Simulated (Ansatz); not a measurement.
Crystal: ZrH.

```
Zr H
1.0
    -1.64391    1.64391    2.50440
     1.64391   -1.64391    2.50440
     1.64391    1.64391   -2.50440
Zr H
1 1
Direct
  0.00000 0.00000 0.00000
  0.75000 0.25000 0.50000
```

The cell comes from a database or a generator and needn't be the stable form of this composition.

Base run:

| Item | Value |
| --- | --- |
| Program | Ansatz 0.2.0 |
| Functional | LDA |
| Potentials or basis | Ansatz PAW |
| Cutoff | 420 eV (not typed: the program's choice for these potentials) |
| k mesh | 11 × 11 × 11 |
| Occupations | fermi-dirac, width 0.05 eV |
| Spin | no spin polarisation |
| Hubbard terms | Zr d U = 1 eV |

Its results: band gap on the k mesh none (metal or under the smearing width); pressure -5.8 GPa.

**Question.** The run is repeated on the same cell with these changes: hubbard terms from Zr d U = 1 eV to Zr d U = 6 eV. What comes out?

**Answer.** Band gap on the k mesh none (metal or under the smearing width); pressure -0.6 GPa.

Caveats: U without spin polarisation on a metal has little footing; the PAW data sets come from PBE, with cores solved anew for the run's functional, which leaves a small shift of forces and pressure; the U is typed as a test and isn't derived for this compound.
